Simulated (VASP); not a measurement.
Wanted: the native input for a VASP 6.6.1 run.

| Property | Result |
| --- | --- |
| Task | single point |
| Functional | PBE |
| Potentials or basis | VASP PAW PBE potentials, release 64 (Cd_GW, S_GW) |
| Cutoff | 500 eV |
| k mesh | 4 × 4 × 2 |
| Occupations | gaussian, width 0.02 eV |
| Spin | no spin polarisation |
| Further INCAR settings | ALGO = Fast; EDIFF = 1e-06 |

The structure of CdS (Greenockite) lies in POSCAR:

```
CdS
1.0
    4.1500000000      0.0000000000      0.0000000000
   -2.0750000000      3.5940054257      0.0000000000
    0.0000000000      0.0000000000      6.7370000000
Cd S
2 2
Direct
    0.6666666667      0.3333333333      0.5000000000
    0.3333333333      0.6666666667      0.0000000000
    0.6666666667      0.3333333333      0.8750000000
    0.3333333333      0.6666666667      0.3750000000
```

These files were run (other wordings do the same):

INCAR

```
SYSTEM = CdS
  PREC = Accurate
  ENCUT = 500
  EDIFF = 1E-6
  ISMEAR = 0
  SIGMA = 0.02
  LREAL = .FALSE.
  LASPH = .TRUE.
  NELM = 60
  ALGO = Fast
  ISIF = 2
  LWAVE = .FALSE.
  LCHARG = .TRUE.
  GGA = PE
  LELF = .TRUE.
  LVHAR = .TRUE.
```

KPOINTS

```
Automatic mesh
0
G
  4 4 2
  0 0 0
```

Potentials or basis: VASP PAW PBE potentials, release 64 (Cd_GW, S_GW).

Launch:

```console
$ cat potpaw_PBE.64/Cd_GW/POTCAR potpaw_PBE.64/S_GW/POTCAR > POTCAR
$ mpirun -np 1 vasp_std > vasp.out
```

It gave:

```json
{
 "Pressure": "2.1 GPa",
 "Largest force": "0.054 eV/Å",
 "Band gap on the k mesh": "1.19 eV, direct"
}
```

Caveat: the k mesh is coarse (spacing up to 0.47 Å⁻¹), so the values aren't converged.

It took 22 s on 1 thread of Intel(R) Xeon(R) 6975P-C (Granite Rapids) (shared host), peak memory 0.21 GiB.
